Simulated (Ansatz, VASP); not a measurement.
**Hg in VASP and in Ansatz**

```
CELL_PARAMETERS angstrom
5.37888 0.00000 0.00000
-2.68944 4.65824 0.00000
0.00000 0.00000 3.16999
ATOMIC_POSITIONS crystal
Hg 0.33333 0.66667 0.50000
Hg 0.00000 0.00000 0.00000
Hg 0.66667 0.33333 0.50000
```

Alike in both runs: functional PBE; dispersion D3(BJ); k mesh 9 × 9 × 14; occupations gaussian, width 0.1 eV; no spin polarisation.

Ansatz relaxed the structure, and its values are those at the end. VASP's run is a single point on that final structure, the one shown.

```csv
,VASP,Ansatz
version,VASP 6.6.1,Ansatz 0.2.0
potentials or method,"VASP PAW PBE potentials, release 64 (Hg)","scalar-relativistic, plane waves, PAW"
plane-wave cutoff (eV),520,420
valence electrons in the cell,36,60
```

|  | VASP | Ansatz | Ansatz less VASP |
| --- | --- | --- | --- |
| gap on the k mesh at the Fermi level (eV) | none | none | - |
| pressure (GPa) | -0.5 | -0.7 | -0.16 |

A gap of «none» marks a metal or a gap that the smearing closes. With one functional, cell and mesh, what is left measures potentials, basis and numerics. The two sets of potentials don't hold the same shells in valence.

Caveats: pairwise dispersion overbinds metals, which lowers pressure and volume. Spin-orbit coupling is left out, which matters for the levels of Hg.
